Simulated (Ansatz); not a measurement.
# What a trial cell of Ge relaxes into

These are results of DFT PBEsol, scalar-relativistic, plane waves, PAW in Ansatz 0.2.0, not measurements. Cutoff 420 eV, Γ-centred k mesh, Gaussian smearing, no spin polarisation in the final step.

The start puts Ge on the bcc structure type (Im-3m, No. 229), at a guessed volume.

```
CELL_PARAMETERS angstrom
-1.84523 1.84523 1.84523
1.84523 -1.84523 1.84523
1.84523 1.84523 -1.84523
ATOMIC_POSITIONS crystal
Ge 0.00000 0.00000 0.00000
```

Cell and atoms relax at zero pressure; the relaxation can't lower the symmetry of the start. After a coarse first stage the cell is made exact in the group found at 0.06 Å.

Energies count from the standard state of Ge at the same level.

Which crystal results?

It keeps Im-3m (No. 229). The result has the bcc structure. Conventional cell: a = 3.320 Å. Ge has 8 Ge at 2.88 Å and 6 Ge at 3.32 Å.

```
Ge
1.0
    -1.65994    1.65994    1.65994
     1.65994   -1.65994    1.65994
     1.65994    1.65994   -1.65994
Ge
1
Direct
  0.00000 0.00000 0.00000
```

What are its volume, energy, density and gap?

The volume per atom is 18.30 Å³ and the density is 6.59 g/cm³. The energy over the standard structure is 0.27 eV/atom and the gap on the 24×24×24 mesh is 0 eV (a metal).

The final run used a 24×24×24 mesh on its 1-atom cell and 0.10 eV smearing. The k mesh leaves about 4 meV/atom of noise in metals. Symmetry constrained the relaxation, so the result can be a saddle point.